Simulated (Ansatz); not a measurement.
The system is Yb.

```xyz
1
Lattice="-2.1515 2.1515 2.1515 2.1515 -2.1515 2.1515 2.1515 2.1515 -2.1515" Properties=species:S:1:pos:R:3 pbc="T T T"
Yb    0.0000    0.0000    0.0000
```

This isn't the form of Yb at room conditions, which is fcc.

Base run:

```yaml
Program: Ansatz 0.2.0
Functional: PBEsol
Potentials_or_basis: all-electron LAPW, scalar-relativistic
Cutoff: 184 eV
Density_cutoff: 738 eV
Basis_error_allowed: 0.001 eV/atom
k_mesh: 9 × 9 × 9
Occupations: fermi-dirac, width 0.05 eV
Spin: collinear spin, ferromagnetic start
Starting_moments: "[1.0] μB"
```

Its results: band gap on the k mesh none (metal or under the smearing width); pressure -3.4 GPa; net moment 0.00 μB per cell.

Question: The run is repeated on the same cell with these changes: hubbard terms from none to Yb f U = 8 eV. What comes out?

Answer: Band gap on the k mesh none (metal or under the smearing width); pressure -1.0 GPa; net moment 0.00 μB per cell.

Caveats: an open f shell can end in a state above the lowest; spin-orbit coupling is left out, which moves the levels of the heavy elements; the magnetic state may not be the lowest (some runs); U is the effective U less J, on atomic orbitals that reach past the spheres (some runs).

Not every run made on this cell is shown here.
